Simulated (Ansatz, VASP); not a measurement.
AlN in VASP and in Ansatz

```
Al N
1.0
     0.00000   -2.20157   -2.20157
    -2.20157    0.00000   -2.20157
     2.20157    2.20157   -4.40314
Al N
2 2
Direct
  0.98552 0.07421 0.00177
  0.51802 0.42932 0.50177
  0.35703 0.43651 0.87159
  0.88615 0.80668 0.37159
```

Change from the starting cell: mode 4 frozen in at -0.205 Å and mode 10 at +0.030 Å (largest displacements).

Alike in both runs: task single point; functional PBE; k mesh 6 × 6 × 6; occupations gaussian, width 0.05 eV; no spin polarisation.

|  | VASP | Ansatz |
| --- | --- | --- |
| version | VASP 6.6.1 | Ansatz 0.2.0 |
| potentials or method | VASP PAW PBE potentials, release 64 (Al, N) | scalar-relativistic, plane waves, PAW |
| plane-wave cutoff (eV) | 520 | 520 |
| valence electrons in the cell | 16 | 16 |

Ansatz gave:

* gap on the k mesh at the Fermi level (eV): 3.12
* least direct gap on the mesh (eV): 3.58
* pressure (GPa): -1.2
* largest component of the traceless stress (GPa): 3.44
* rms of the force components (eV/Å): 0.531

**Question.** Which values does VASP return?

**Answer.** gap on the k mesh at the Fermi level (eV): 3.11; least direct gap on the mesh (eV): 3.59; pressure (GPa): -1.4; largest component of the traceless stress (GPa): 3.44; rms of the force components (eV/Å): 0.533.

Atom by atom the forces differ by 0.003 eV/Å (rms over components).

Caveats: forces of over 1 eV/Å show positions far from the minimum, so gaps and moduli don't describe the material at rest. A k mesh can miss the band edges.
